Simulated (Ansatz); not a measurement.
# In2O3 (R-3c) in Ansatz: further runs

The runs below take In2O3 through band structure, with PBEsol, r2SCAN.

Program: Ansatz 0.2.0. These are calculated values, not measurements. Logs are shortened: lines on timing, memory, paths and dates and some standing lists are left out, and cuts for length are marked.

**What was measured.**

“Fabrication and performance enhancement of an In2O3/BiVO4 heterojunction for N-butanol gas sensing applications”, 2024, pmc:11650617 reports, for a powder of In2O3: band gap 3.08 eV (optical).

The results are compared with them further down.

### Step 1. The structure

The structure is trigonal, space group R-3c (No. 167). Conventional cell: a = 5.487 Å, b = 5.487 Å, c = 14.510 Å, α = 90.00°, β = 90.00°, γ = 120.00°. In (site symmetry 3) has 6 O at 2.12 to 2.26 Å as nearest neighbours. O (site symmetry 2) has 4 In at 2.12 to 2.26 Å as nearest neighbours.

### Step 2. Band structure, PBEsol

Input file input.yaml:

```yaml
crystal:
  lattice:
    - [2.7435, 1.5839604635, 4.8366666667]
    - [-2.7435, 1.5839604635, 4.8366666667]
    - [0.0, -3.167920927, 4.8366666667]
  atoms:
    - { symbol: In, position: [0.85731, 0.85731, 0.85731] }
    - { symbol: In, position: [0.64269, 0.64269, 0.64269] }
    - { symbol: In, position: [0.14269, 0.14269, 0.14269] }
    - { symbol: In, position: [0.35731, 0.35731, 0.35731] }
    - { symbol: O, position: [0.048, 0.75, 0.452] }
    - { symbol: O, position: [0.75, 0.452, 0.048] }
    - { symbol: O, position: [0.452, 0.048, 0.75] }
    - { symbol: O, position: [0.952, 0.25, 0.548] }
    - { symbol: O, position: [0.25, 0.548, 0.952] }
    - { symbol: O, position: [0.548, 0.952, 0.25] }
hamiltonian:
  xc: pbesol
  pseudopotentials: { kind: paw }
kpoints:
  mp_grid: { grid: [6, 6, 6] }
  band_path:
    path:
      - [[0.0, 0.0, 0.0], [0.5, 0.0, 0.0], [0.5, 0.2381665116, -0.2381665116]]
      - [[0.7618334884, 0.5, 0.2381665116], [0.5, 0.5, 0.5], [0.0, 0.0, 0.0], [0.3690832558, 0.0, -0.3690832558]]
      - [[0.6309167442, 0.3690832558, 0.0], [0.5, 0.5, 0.0], [0.6309167442, 0.6309167442, 0.2381665116], [0.5, 0.5, 0.5]]
      - [[0.5, 0.0, 0.0], [0.7618334884, 0.3690832558, 0.3690832558]]
    npoints: 10
scf:
  occupations: { method: fermi_dirac, width: 0.05 }
  n_extra_bands: 25
output:
  forces: true
  stress: true
  eigenvalues: true
  fatbands: true
```

Potentials or basis: Ansatz PAW.

Command:

```sh
$ ansatz run input.yaml --threads 4 --pin off --max-ram 11264MiB --backend cpu --events-out ev --progress --plain --runs-dir out
```

The program printed:

```text
Warning: RAYON_NUM_THREADS=4 ignored (pool sized by the plan → 4); use --threads N
scf.n_extra_bands = 25 over 44 filled bands (N_el = 88.0): the run solves 69 bands
Engine: ansatz 0.2.0, aarch64-unknown-linux-gnu
Pseudopotentials: kind: paw
Pseudopotential: In, paw, valence charge 13, recommended cutoff 420 eV (normal), In.paw.azcp
Pseudopotential: O, paw, valence charge 6, recommended cutoff 420 eV (normal), O.paw.azcp
Functional definition: PBEsol
  exchange = pbesol_x
  correlation = pbesol_c
Crystal: 10 atoms, lattice volume = 126.109 Å³
Basis set: ecut = 420 eV, 2453 PW (Γ), exchange–correlation on 80×80×80 points (8 copies of the dense FFT grid, shifted against one another)
Bands: 69, of which v1, the nominal top of the filled ones, is band 44 counted from 1 (43 counted from 0)
Symmetry: 12 space group operations
Space group: R-3c (ITA 167), of the structure as read, at distance tolerance 5.0e-5 Å
k-points: 32 of 216
Non-local potential: In, projectors of the file, l = 0: 2, l = 1: 2, l = 2: 2, l = 3: 2
Non-local potential: O, projectors of the file, l = 0: 2, l = 1: 2, l = 2: 1
PAW form: soft (Blöchl's): semilocal exchange-correlation on the pseudo side does not see the compensation charge
PAW frozen core: In, regenerated for the run's functional, and the local potential with it (the file was generated under x = pbe(κ = 0.804, μ = 0.2195149727645171), c = pbe(β = 0.06672455060314922))
PAW frozen core: O, regenerated for the run's functional, and the local potential with it (the file was generated under x = pbe(κ = 0.804, μ = 0.2195149727645171), c = pbe(β = 0.06672455060314922))
PAW one-centre angular grid: In, 590 points (default); XC on 64 Gauss nodes
PAW one-centre angular grid: O, 110 points (default); XC on 64 Gauss nodes
Initial density: superposition of atomic densities (neutral atoms: chi_scale 0, normalization atom), corrected by the library's trained network
Initial wavefunctions: pseudopotential atomic-orbital guess
Functional: x = pbesol(κ = 0.804, μ = 0.12345679012345678), c = pbesol(β = 0.046)
SCF iter   1: F=—  HF=-25467.645622 eV  |F-HF|=—  |Δ(HF+E_count)|=         —  Δρ=1.66e-2  dr2=2.82e-1  ethr=1.77e-3  ⟨swp⟩=5.5  Hψ=9721  notcnv=0  defer=302
preconditioner: auto → Resta (q_TF=auto, 2.569 Å⁻¹)  ε∞=3.4  [insulator: Δε(μ)=1.051 eV  Ē_g=20.049 eV  σ=0.050 eV  W_gap=1.00  n_scr=32 (ndim 8)  ℏωp=31.0 eV  f_vac=0.019  D(μ)=0.00/eV (n_scr^D=0)  ε∞_Penn≈3.4]
SCF iter   2: F=—  HF=-25467.568970 eV  |F-HF|=—  |Δ(HF+E_count)|=   7.67e-2  Δρ=3.38e-3  dr2=7.19e-3  ethr=3.21e-4  ⟨swp⟩=2.0  Hψ=3106  notcnv=0  defer=614
SCF iter   3: F=—  HF=-25467.567196 eV  |F-HF|=—  |Δ(HF+E_count)|=   1.77e-3  Δρ=1.17e-3  dr2=1.12e-3  ethr=8.17e-6  ⟨swp⟩=3.0  Hψ=2947  notcnv=0  defer=614
SCF iter   4: F=—  HF=-25467.567103 eV  |F-HF|=—  |Δ(HF+E_count)|=   9.32e-5  Δρ=3.27e-4  dr2=1.07e-4  ethr=1.27e-6  ⟨swp⟩=2.7  Hψ=2226  notcnv=0  defer=614
SCF iter   5: F=—  HF=-25467.567120 eV  |F-HF|=—  |Δ(HF+E_count)|=   1.69e-5  Δρ=4.47e-5  dr2=2.93e-6  ethr=1.21e-7  ⟨swp⟩=2.1  Hψ=2949  notcnv=0  defer=614
SCF iter   6: F=—  HF=-25467.567129 eV  |F-HF|=—  |Δ(HF+E_count)|=   8.93e-6  Δρ=6.19e-6  dr2=5.32e-8  ethr=1.14e-10  ⟨swp⟩=11.3  Hψ=13974  notcnv=0
SCF iter   7: F=-25467.567129 eV  HF=-25467.567129 eV  |F-HF|=2.92e-9  |Δ(HF+E_count)|=   4.67e-8  Δρ=1.45e-6  dr2=3.07e-9  ethr=6.05e-11  ⟨swp⟩=1.8  Hψ=5985  notcnv=0
SCF 1 converged in 7 iterations: F = -25467.567129 eV  dr2 = 3.07e-9
NSCF: frozen V_eff on 94 k-points
SCF converged after 7 iterations
Free energy (F): -25467.567129 eV
Harris-Foulkes:  -25467.567129 eV  (|F-HF|=2.92e-9)
Internal energy: -25467.567129 eV  (E = F + TS)
E sigma→0 (E₀):  -25467.567129 eV
Entropy (-TS):   -0.000001 eV (-0.000 meV/atom)
Fermi energy:    9.543193 eV
--- Per-component energies (eV) ---
  E_band       = 29.730863
  E_kinetic    = 2031.634616
  E_local      = -5854.519148  (includes V_loc(G=0)·N_el)
  E_nonlocal   = 1780.799448
  E_hartree    = 2243.621941
  E_xc         = -1285.082587
  E_vxc        = -954.399945  (∫ρ·V_xc dr)
  E_paw        = -17274.081847  (= ΣΔE_a)
  E_vpaw       = -1461.043453  (= ΣTr[D̂ρ^β])
  E_aug_tail   = 0.014480  (compensation charges beyond the density's cutoff)
  E_ewald      = -7111.109369
  E_core_change = 1.155337  (= ΣΔE_core)
  E_smearing   = -0.000001  (= −TS)
  E_closure    = 0.000000  (closes the sum)
  Σ components = -25467.567129   (vs F -25467.567129, Δ=0.00e0)
--- Forces (eV/Å), atoms counted from 1 ---
  atom   1  In    -0.00000000    -0.00000000    -0.05171162
  atom   2  In    -0.00000000     0.00000000     0.05171162
  atom   3  In     0.00000000     0.00000000     0.05171162
  atom   4  In     0.00000000     0.00000000    -0.05171162
  atom   5  O     -0.07904179    -0.13690440     0.00000000
  atom   6  O     -0.07904179     0.13690440     0.00000000
  atom   7  O      0.15808359     0.00000000     0.00000000
  atom   8  O      0.07904179     0.13690440    -0.00000000
  atom   9  O      0.07904179    -0.13690440    -0.00000000
  atom  10  O     -0.15808359    -0.00000000    -0.00000000
  max |Σ_I F_I| component: 4.86e-17 eV/Å
--- Stress (GPa, compression-positive) ---
        2.359830       0.000000       0.000000
        0.000000       2.359830      -0.000000
        0.000000      -0.000000       1.421929
  P = ⅓ Tr σ = 2.0472 GPa (20.472 kbar)
--- Band table (eV; the first three rows and the last of 32) ---
  k-point 0: bands = ["-8.7587", "-7.8490", "-7.8490", "-7.6236", "-7.6236", "-7.5247", "-3.4339", "-3.4339", "-3.2726", "-3.2726", "-3.2615", "-3.1363", "-3.1093", "-3.1093", "-3.0589", "-3.0589", "-3.0021", "-3.0021", "-2.8896", "-2.8801", "-2.8801", "-2.8684", "-2.5755", "-2.5755", "-1.8442", "-1.8442", "3.1035", "3.4837", "4.7270", "4.7270", "5.4815", "5.7628", "6.1585", "6.1585", "6.2864", "8.0508", "8.0508", "8.3569", "8.4618", "8.4618", "8.5663", "8.5663", "8.7977", "8.7977", "10.0429", "14.3279", "15.0623", "16.1217", "17.9397", "17.9397", "17.9631", "18.2464", "18.6606", "18.6606", "19.2219", "19.5460", "19.5460", "20.9705", "20.9705", "21.3801", "23.2994", "23.2994", "24.2788", "26.0985", "26.2492", "26.7812", "26.9473", "26.9473", "27.5358"]
  k-point 1: bands = ["-8.6793", "-7.8397", "-7.8335", "-7.6916", "-7.6410", "-7.5555", "-3.4144", "-3.4030", "-3.2924", "-3.2794", "-3.2429", "-3.1543", "-3.0969", "-3.0918", "-3.0780", "-3.0617", "-3.0156", "-3.0020", "-2.9050", "-2.8778", "-2.8777", "-2.8012", "-2.6034", "-2.5592", "-1.9667", "-1.8835", "3.2239", "3.4675", "4.3999", "5.1134", "5.2786", "5.9629", "6.2527", "6.5652", "6.7475", "7.2707", "7.9261", "7.9835", "8.3329", "8.3409", "8.5692", "8.6340", "8.6391", "8.7848", "10.9384", "14.6509", "14.9153", "15.8354", "16.9118", "17.5041", "18.2988", "18.3814", "19.1473", "19.2419", "19.3198", "19.5905", "19.6004", "20.9969", "21.2077", "21.2492", "22.6347", "23.4508", "24.3654", "25.2105", "25.5594", "25.7914", "26.3733", "26.8671", "27.6688"]
  k-point 2: bands = ["-8.4636", "-7.8940", "-7.8038", "-7.7876", "-7.6878", "-7.6268", "-3.3873", "-3.3475", "-3.2888", "-3.2671", "-3.2210", "-3.1744", "-3.1312", "-3.1099", "-3.0732", "-3.0647", "-3.0113", "-2.9887", "-2.9456", "-2.8810", "-2.8719", "-2.7172", "-2.5784", "-2.5127", "-2.2047", "-2.0237", "3.4844", "3.7073", "3.9642", "5.1653", "5.6982", "6.1114", "6.2919", "6.7410", "7.1340", "7.2873", "7.5513", "7.6220", "8.1651", "8.1944", "8.2225", "8.2987", "8.7003", "8.8406", "12.3714", "14.6745", "14.8234", "15.1148", "16.5648", "17.1383", "18.0793", "18.7760", "18.9028", "19.0755", "19.4383", "20.0648", "20.5298", "20.8666", "21.1523", "22.0852", "22.4528", "23.3261", "23.5108", "24.1873", "24.7123", "24.9423", "25.7391", "26.3204", "27.3842"]
  k-point 31: bands = ["-8.1826", "-8.1826", "-7.7392", "-7.7392", "-7.7392", "-7.7392", "-3.3197", "-3.3197", "-3.3107", "-3.3107", "-3.3107", "-3.3107", "-3.1296", "-3.1296", "-3.1296", "-3.1296", "-2.8973", "-2.8973", "-2.8973", "-2.8973", "-2.7746", "-2.7746", "-2.3012", "-2.3012", "-2.3012", "-2.3012", "3.7470", "3.7470", "5.1934", "5.1934", "5.8695", "5.8695", "5.8695", "5.8695", "6.7851", "6.7851", "7.7275", "7.7275", "7.7275", "7.7275", "8.6475", "8.6475", "8.6475", "8.6475", "13.2015", "13.2015", "15.9925", "15.9925", "17.0325", "17.0325", "18.5119", "18.5119", "18.5119", "18.5119", "20.5302", "20.5302", "20.5302", "20.5302", "20.6993", "20.6993", "22.5857", "22.5857", "24.5349", "24.5349", "24.5349", "24.5349", "27.0201", "27.0201", "27.0201"]
```

Wall time 13 s (4 threads of Arm Neoverse V2, shared host); peak memory 0.71 GiB.

What came out:

| Item | Value |
| --- | --- |
| Free energy | -25467.5671 eV |
| Pressure | 2.0 GPa |
| Largest force | 0.158 eV/Å |
| Band gap on the k mesh | 1.20 eV, indirect (least direct gap 1.25 eV) |
| Band gap along the path | 1.20 eV, indirect (least direct gap 1.25 eV) |

Forces in eV/Å, atoms in the order of the input:
```
In   0.000  0.000 -0.052
In   0.000  0.000  0.052
In   0.000  0.000  0.052
In   0.000  0.000 -0.052
O   -0.079 -0.137  0.000
O   -0.079  0.137  0.000
O    0.158  0.000  0.000
O    0.079  0.137  0.000
O    0.079 -0.137  0.000
O   -0.158  0.000  0.000
```

Levels at the corners of the path, in eV from the valence-band top:
```tsv
point	band 42	band 43	band 44	band 45	band 46	band 47
Γ	-0.28	-0.04	-0.04	1.20	5.49	6.22
L	-0.77	-0.07	-0.07	4.92	4.92	5.83
B1	-0.35	-0.16	-0.16	5.54	5.54	5.87
B	-0.35	-0.16	-0.16	5.54	5.54	5.87
Z	-0.19	-0.19	-0.19	4.36	4.36	7.15
Γ	-0.28	-0.04	-0.04	1.20	5.49	6.22
X	-0.27	-0.22	-0.07	5.25	5.48	5.70
Q	-0.27	-0.22	-0.07	5.25	5.48	5.70
F	-0.35	-0.09	-0.04	5.16	5.48	6.44
P1	-0.38	-0.32	-0.11	5.43	5.59	5.71
Z	-0.19	-0.19	-0.19	4.36	4.36	7.15
L	-0.77	-0.07	-0.07	4.92	4.92	5.83
P	-0.38	-0.32	-0.11	5.43	5.59	5.71
```

Caveat: the pressure holds a Pulay correction of +0.7 GPa for the finite cutoff; spin-orbit coupling is left out, which moves the levels of the heavy elements; the PAW data sets come from PBE, with cores solved anew for the run's functional, which leaves a small shift of forces and pressure.

(Continued in part 2 of 2.)
